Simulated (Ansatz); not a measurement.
**Rigid cleavage in Al3Ru2**

Level of theory: Ansatz 0.2.0, DFT PBEsol, scalar-relativistic, plane waves, PAW. The runs took a 420 eV cutoff, a Γ-centred 15×15×4 mesh and Gaussian smearing (0.15 eV). No spin polarisation. Energies are free energies at this smearing, counted from the undisturbed cell; pressure is positive in compression.

Zero of the scan (relaxed at this level; it needn't be the usual structure):

```
Al Ru
1.0
    -3.07336    0.00000    0.00000
     0.00000   -3.07336    0.00000
     0.00000    0.00000   14.25166
Al Ru
6 4
Direct
  0.50000 0.50000 0.35030
  0.00000 0.00000 0.85030
  0.50000 0.50000 0.15656
  0.00000 0.00000 0.65656
  0.50000 0.50000 0.54404
  0.00000 0.00000 0.04404
  0.00000 0.00000 0.45596
  0.50000 0.50000 0.95596
  0.00000 0.00000 0.24464
  0.50000 0.50000 0.74464
```

The cut lies on the cell's a–b face, a (0 0 1) plane (indices in the standard cell, whose axes needn't be the Cartesian ones shown) of area 9.45 Å², between layers 1.26 Å apart. Vector c is lengthened by d along the normal with the atoms' Cartesian places fixed: one unrelaxed cut a cell. The cell is metallic on the mesh throughout.

```csv
d (Å),energy (J/m²),traction dE/dd (GPa)
-0.30,1.01,-75.9
-0.15,0.22,-31.7
0.00,0.00,-0.1
0.25,0.43,30.9
0.50,1.40,44.3
0.75,2.55,46.2
1.00,3.66,42.3
1.50,5.46,29.3
2.00,6.60,16.7
3.00,7.51,4.1
4.50,7.74,0.3
6.00,7.75,0.0
```

Cost: 12 runs of about 13 core-minutes in all, on Intel Xeon Platinum 8259CL (Skylake/Cascade Lake) (shared hosts).